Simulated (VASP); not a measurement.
# Cu (Fm-3m) in VASP: notebook

One crystal, Cu, is run at these levels: PBEsol; tasks: relaxation of cell and atoms.

All numbers are computed with VASP 6.6.1; they aren't measurements. Logs are shortened: lines on timing, memory, paths and dates and some standing lists are left out, and cuts for length are marked.

## 1. The crystal as given

The structure is cubic, space group Fm-3m (No. 225). Conventional cell: a = 3.615 Å, b = 3.615 Å, c = 3.615 Å, α = 90.00°, β = 90.00°, γ = 90.00°. Around Cu (site symmetry m-3m) lie 12 Cu at 2.56 Å.

## 2. Relaxation of cell and atoms, PBEsol, target pressure 7.3 GPa, at which the enthalpy is minimised

INCAR

```
SYSTEM = Cu
  PREC = Accurate
  ENCUT = 520
  EDIFF = 1E-7
  ISMEAR = 0
  SIGMA = 0.1
  LREAL = .False.
  LASPH = .True.
  NELM = 60
  ALGO = Normal
  ISIF = 3
  LWAVE = .False.
  LCHARG = .False.
  GGA = PS
  IBRION = 2
  NSW = 80
  EDIFFG = -0.002
  PSTRESS = 73.0
```

KPOINTS

```
regular mesh
0
Gamma
  20 20 20
  0 0 0
```

POSCAR

```
Cu
1.0
    0.0000000000      1.8075000000      1.8075000000
    1.8075000000      0.0000000000      1.8075000000
    1.8075000000      1.8075000000      0.0000000000
Cu
1
Direct
    0.0000000000      0.0000000000      0.0000000000
```

Potentials or basis: VASP PAW PBE potentials, release 64 (Cu).

Started as:

```
$ cat potpaw_PBE.64/Cu/POTCAR > POTCAR
$ mpirun -np 1 vasp_std > vasp.out
```

OUTCAR:

```text
SYSTEM = Cu
   PREC = Accurate
   ENCUT = 520
   EDIFF = 1E-7
   ISMEAR = 0
   LREAL = .False.
   LASPH = .True.
   NELM = 60
   ISIF = 3
   GGA = PS
   IBRION = 2
   NSW = 80
   EDIFFG = -0.002
   PSTRESS = 73.0

 ion  position               nearest neighbor table
   1  0.000  0.000  0.000-

  LATTYP: Found a face centered cubic cell.
 ALAT       =     3.6150000000

  Lattice vectors:

 A1 = (   0.0000000000,   1.8075000000,   1.8075000000)
 A2 = (   1.8075000000,   0.0000000000,   1.8075000000)
 A3 = (   1.8075000000,   1.8075000000,   0.0000000000)

Analysis of symmetry for initial positions (statically):
=====================================================================
 Subroutine PRICEL returns:
 Original cell was already a primitive cell.

 Routine SETGRP: Setting up the symmetry group for a
 face centered cubic supercell.

 Subroutine GETGRP returns: Found 48 space group operations
 (whereof 48 operations were pure point group operations)
 out of a pool of 48 trial point group operations.

The static configuration has the point symmetry O_h .

Analysis of symmetry for dynamics (positions and initial velocities):
=====================================================================
 Subroutine PRICEL returns:
 Original cell was already a primitive cell.

 Routine SETGRP: Setting up the symmetry group for a
 face centered cubic supercell.

 Subroutine GETGRP returns: Found 48 space group operations
 (whereof 48 operations were pure point group operations)
 out of a pool of 48 trial point group operations.

The dynamic configuration has the point symmetry O_h .

 Subroutine INISYM returns: Found 48 space group operations
 (whereof 48 operations are pure point group operations),
 and found     1 'primitive' translations

----------------------------------------------------------------------------------------

                                     Primitive cell

  volume of cell :      11.8104

  direct lattice vectors                    reciprocal lattice vectors
     0.000000000  1.807500000  1.807500000    -0.276625173  0.276625173  0.276625173
     1.807500000  0.000000000  1.807500000     0.276625173 -0.276625173  0.276625173
     1.807500000  1.807500000  0.000000000     0.276625173  0.276625173 -0.276625173

  length of vectors
     2.556191014  2.556191014  2.556191014     0.479128854  0.479128854  0.479128854

  position of ions in fractional coordinates (direct lattice)
     0.000000000  0.000000000  0.000000000

  ion indices of the primitive-cell ions
   primitive index   ion index
                 1           1

----------------------------------------------------------------------------------------

 KPOINTS: regular mesh

Automatic generation of k-mesh.
 Grid dimensions read from file:
 generate k-points for:   20   20   20

 Generating k-lattice:

  Cartesian coordinates                     Fractional coordinates (reciprocal lattice)
    -0.013831259  0.013831259  0.013831259     0.050000000  0.000000000  0.000000000
     0.013831259 -0.013831259  0.013831259     0.000000000  0.050000000  0.000000000
     0.013831259  0.013831259 -0.013831259     0.000000000  0.000000000  0.050000000

  Length of vectors
     0.023956443  0.023956443  0.023956443

  Shift w.r.t. Gamma in fractional coordinates (k-lattice)
     0.000000000  0.000000000  0.000000000

 Subroutine IBZKPT returns following result:
 ===========================================

 Found    256 irreducible k-points:

 Following reciprocal coordinates:
            Coordinates               Weight
  0.000000  0.000000  0.000000      1.000000
  0.050000  0.000000  0.000000      8.000000
  0.100000  0.000000  0.000000      8.000000
  0.150000  0.000000  0.000000      8.000000
  0.200000  0.000000  0.000000      8.000000
  0.250000  0.000000  0.000000      8.000000
[... 16 lines left out ...]
 -0.400000  0.050000  0.000000     24.000000
 -0.350000  0.050000  0.000000     24.000000
 [... further k-points ...]
   k-points           NKPTS =    256   k-points in BZ     NKDIM =    256   number of bands    NBANDS=      9
   number of dos      NEDOS =    301   number of ions     NIONS =      1
   total plane-waves  NPLWV =   8000
   dimension x,y,z NGX =    20 NGY =   20 NGZ =   20
   dimension x,y,z NGXF=    40 NGYF=   40 NGZF=   40
   ions per type =               1
   NGX,Y,Z   is equivalent  to a cutoff of  13.01, 13.01, 13.01 a.u.
   NGXF,Y,Z  is equivalent  to a cutoff of  26.01, 26.01, 26.01 a.u.
 SYSTEM =  Cu
   PREC   = accura    normal or accurate (medium, high low for compatibility)
   ISTART =      0    job   : 0-new  1-cont  2-samecut
   ICHARG =      2    charge: 1-file 2-atom 10-const
   ISPIN  =      1    spin polarized calculation?
   LNONCOLLINEAR =      F non collinear calculations
   LSORBIT =      F    spin-orbit coupling
   LASPH  =      T    aspherical Exc in radial PAW
   ENCUT  =  520.0 eV  38.22 Ry    6.18 a.u.   4.75  4.75  4.75*2*pi/ulx,y,z
   NELM   =     60;   NELMIN=  2; NELMDL= -5     # of ELM steps
   EDIFF  = 0.1E-06   stopping-criterion for ELM
   LREAL  =      F    real-space projection
   EDIFFG = -.2E-02   stopping-criterion for IOM
   NSW    =     80    number of steps for IOM
   IBRION =      2    ionic relax: 0-MD 1-quasi-New 2-CG
   NFREE  =      1    steps in history (QN), initial steepest desc. (CG)
   ISIF   =      3    stress and relaxation
   ISYM   =      2    0-nonsym 1-usesym 2-fastsym
   POTIM  = 0.5000    time-step for ionic-motion
   TEBEG  =    0.0;   TEEND  =   0.0 temperature during run
   PSTRESS=   73.0 pullay stress
   NELECT =      11.0000    total number of electrons
   NUPDOWN=      -1.0000    fix difference up-down
   EMIN   =  10.00;   EMAX   =-10.00  energy-range for DOS
   EFERMI =   0.00;   METHOD = LEGACY
   ISMEAR =     0;   SIGMA  =   0.10  broadening in eV -4-tet -1-fermi 0-gaus
   EFERMI_NEDOS =   21; number of points for ismear=-14 and -15
   IALGO  =     38    algorithm
   IMIX   =      4    mixing-type and parameters
     AMIX     =   0.40;   BMIX     =  1.00
     AMIX_MAG =   1.60;   BMIX_MAG =  1.00
  volume/ion in A,a.u.               =      11.81        79.70
  Fermi-wavevector in a.u.,A,eV,Ry     =   1.598763  3.021224 34.777078  2.556043
  Thomas-Fermi vector in A             =   2.696162
   LORBIT       =      0    0 simple, 1 ext, 2 COOP (PROOUT), +10 PAW based schemes
   GGA     = PS    functional components
   LHFCALC =     F    Hartree Fock is set to
   AEXX    =    0.0000 exact exchange contribution
   IVDW    =     0    specifies the selected vdW correction
   LEPSILON=     F    determine dielectric tensor
   LRPA    =     F    only Hartree local field effects (RPA)
 conjugate gradient relaxation of ions
 non-spin polarized calculation
 Gauss-broadening in eV      SIGMA  =   0.10
  energy-cutoff  :      520.00
  volume of cell :       11.81
 maximum number of plane-waves:       332
   NGX =  9   NGY =  9   NGZ =  9

--------------------------------------- Ionic step        1  -------------------------------------------

 number of electron      11.0000001 magnetization

 Free energy of the ion-electron system (eV)
  ---------------------------------------------------
  ext. energy  EPLUGINS =         0.00000000
  ---------------------------------------------------
  free energy    TOTEN  =        -4.30193442 eV

  energy without entropy =       -4.30060204  energy(sigma->0) =       -4.30126823

------------------------ aborting loop because EDIFF is reached ----------------------------------------

  FORCE on cell =-STRESS in cart. coord.  units (eV):
  Direction    XX          YY          ZZ          XY          YZ          ZX
  --------------------------------------------------------------------------------------
  -------------------------------------------------------------------------------------
  Total       -0.4269171     -0.4269171     -0.4269171      0.0000000     -0.0000000      0.0000000
  in kB      -57.9147539    -57.9147539    -57.9147539      0.0000000     -0.0000000      0.0000000
  external PRESSURE =    -130.9147539 kB  Pullay stress =      73.0000000 kB
[... 170 lines left out ...]
  enthalpy is  TOTEN    =        -3.8029968487 eV   P V=        0.4979165835

--------------------------------------- Ionic step        6  -------------------------------------------

 number of electron      11.0000000 magnetization

 Free energy of the ion-electron system (eV)
  ---------------------------------------------------
  ext. energy  EPLUGINS =         0.00000000
  ---------------------------------------------------
  free energy    TOTEN  =        -4.30059576 eV

  energy without entropy =       -4.29932130  energy(sigma->0) =       -4.29995853

 E-fermi :   8.3806     XC(G=0): -13.3714

 val. band max:        8.3787296186   @ k =  -0.4500   0.1000   0.0000
 cond. band min:       8.3959336143   @ k =   0.5000   0.2500   0.1000
 fundamental gap:      0.0172039957
 Fermi energy:         8.3805693351

 k-point     1 :       0.0000    0.0000    0.0000
  band No.  band energies     occupation
      1      -1.5955      2.00000
      2       5.1308      2.00000
      3       5.1308      2.00000
      4       5.1308      2.00000
      5       6.0702      2.00000
      6       6.0702      2.00000
      7      31.6139      0.00000
      8      34.8464      0.00000
      9      34.8464      0.00000
[... 265 lines left out ...]
 k-point    24 :      -0.3500    0.0500    0.0000
  band No.  band energies     occupation
      1       2.3871      2.00000
      2       5.1604      2.00000
      3       5.2064      2.00000
      4       5.3034      2.00000
      5       6.4220      2.00000
      6       6.7301      2.00000
      7      16.1429      0.00000
      8      29.0599      0.00000
      9      31.4514      0.00000

 [... further k-points ...]

------------------------ aborting loop because EDIFF is reached ----------------------------------------

  FORCE on cell =-STRESS in cart. coord.  units (eV):
  Direction    XX          YY          ZZ          XY          YZ          ZX
  --------------------------------------------------------------------------------------
  -------------------------------------------------------------------------------------
  Total        0.4975247      0.4975247      0.4975247      0.0000000     -0.0000000      0.0000000
  in kB       72.9895396     72.9895396     72.9895396      0.0000000     -0.0000000      0.0000000
  external PRESSURE =      -0.0104604 kB  Pullay stress =      73.0000000 kB
[... 16 lines left out ...]
  FREE ENERGIE OF THE ION-ELECTRON SYSTEM (eV)
  ---------------------------------------------------
  free  energy   TOTEN  =        -4.3005957618 eV

  energy  without entropy=       -4.2993212960  energy(sigma->0) =       -4.29995853

  enthalpy is  TOTEN    =        -3.8029997894 eV   P V=        0.4975959725

 reached required accuracy - stopping structural energy minimisation
```

It took 58 s on 1 thread of AMD EPYC 9R14 (Zen 4), shared host; peak memory 0.12 GiB.

What came out:

| Item | Value |
| --- | --- |
| Free energy | -4.3006 eV |
| Relaxed volume | 10.92 Å³/atom |
| Relaxed cell | a = 2.490 Å, b = 2.490 Å, c = 2.490 Å, α = 60.00°, β = 60.00°, γ = 60.00° |
| Space group after relaxing (to 0.05 Å) | Fm-3m (No. 225) |
| Energy change on relaxing (the enthalpy is what falls) | +1.3 meV/atom |
| Ionic steps | 6 |
| Pressure after relaxing | 7.3 GPa |
| Band gap on the k mesh | none (metal or under the smearing width) |

The path:
| step | energy change (eV) | largest force (eV/Å) | pressure (GPa) | volume (Å³) |
| --- | --- | --- | --- | --- |
| 1 | 0.0000 | 0.0000 | -5.79 | 11.81 |
| 2 | 0.0629 | 0.0000 | 22.42 | 10.24 |
| 3 | 0.0010 | 0.0000 | 7.18 | 10.93 |
| 4 | 0.0018 | 0.0000 | 7.47 | 10.91 |
| 5 | 0.0010 | 0.0000 | 7.18 | 10.93 |
| 6 | 0.0013 | 0.0000 | 7.30 | 10.92 |

Final structure:
```
Cu
1.0
     0.00000    1.76094    1.76094
     1.76094    0.00000    1.76094
     1.76094    1.76094    0.00000
Cu
1
Direct
  0.00000 0.00000 0.00000
```

Levels at points of the mesh, in eV from the Fermi level:
| k point | band 4 | band 5 | band 6 | band 7 | band 8 | band 9 |
| --- | --- | --- | --- | --- | --- | --- |
| (0.00, 0.00, 0.00) | -3.25 | -2.31 | -2.31 | 23.23 | 26.47 | 26.47 |
| (0.50, 0.00, 0.00) | -1.67 | -1.67 | -1.25 | 4.18 | 21.69 | 23.29 |
| (0.50, 0.50, 0.00) | -1.51 | -1.51 | 1.42 | 7.69 | 13.68 | 13.68 |

Caveat: the cell is relaxed towards a set pressure, so the enthalpy falls and the energy may rise; the PAW data sets were made with another functional, which shifts forces and pressure a little.

## 3. Relaxation of cell and atoms, PBEsol, target pressure 7.3 GPa, at which the enthalpy is minimised

This run uses another cell than the first one, of 10.92 Å³/atom, 0.925 times its volume.

INCAR is that of step 2.

KPOINTS is that of step 2.

POSCAR

```
Cu                                      
1.0
    0.0000000000      1.7609412262      1.7609412262
    1.7609412262     -0.0000000000      1.7609412262
    1.7609412262      1.7609412262      0.0000000000
  Cu            
     1
Direct
     0.0000000000000000    0.0000000000000000    0.0000000000000000
```

Potentials or basis: VASP PAW PBE potentials, release 64 (Cu).

Started as:

```
$ cat potpaw_PBE.64/Cu/POTCAR > POTCAR
$ mpirun -np 1 vasp_std > vasp.out
```

It took 28 s on 1 thread of AMD EPYC 9R14 (Zen 4), shared host; peak memory 0.12 GiB.

The run converged. Its results:

| Property | Result |
| --- | --- |
| Free energy | -4.3000 eV |
| Relaxed volume | 10.92 Å³/atom |
| Relaxed cell | a = 2.490 Å, b = 2.490 Å, c = 2.490 Å, α = 60.00°, β = 60.00°, γ = 60.00° |
| Space group after relaxing (to 0.05 Å) | Fm-3m (No. 225) |
| Energy change on relaxing (the enthalpy is what falls) | +0.2 meV/atom |
| Ionic steps | 3 |
| Pressure after relaxing | 7.3 GPa |
| Band gap on the k mesh | none (metal or under the smearing width) |

The path:
```csv
step,energy change (eV),largest force (eV/Å),pressure (GPa),volume (Å³)
1,0.0000,0.0000,7.21,10.92
2,0.0004,0.0000,7.38,10.91
3,0.0002,0.0000,7.31,10.92
```

Final structure:
```cif
data_structure
_symmetry_space_group_name_H-M 'P 1'
_symmetry_Int_Tables_number 1
_cell_length_a 2.4899
_cell_length_b 2.4899
_cell_length_c 2.4899
_cell_angle_alpha 60.000
_cell_angle_beta 60.000
_cell_angle_gamma 60.000
_cell_volume 10.92
loop_
_atom_site_label
_atom_site_type_symbol
_atom_site_fract_x
_atom_site_fract_y
_atom_site_fract_z
_atom_site_occupancy
Cu1 Cu 0.00000 0.00000 0.00000 1
```

Levels at points of the mesh, in eV from the Fermi level:
```
           k point  band 3  band 4  band 5  band 6  band 7  band 8  band 9
(0.00, 0.00, 0.00)   -3.25   -3.25   -2.31   -2.31   23.24   26.47   26.47
(0.50, 0.00, 0.00)   -3.29   -1.67   -1.67   -1.25    4.18   21.69   23.29
(0.50, 0.50, 0.00)   -1.69   -1.51   -1.51    1.42    7.69   13.68   13.68
```

Caveat: the cell is relaxed towards a set pressure, so the enthalpy falls and the energy may rise; the PAW data sets were made with another functional, which shifts forces and pressure a little.
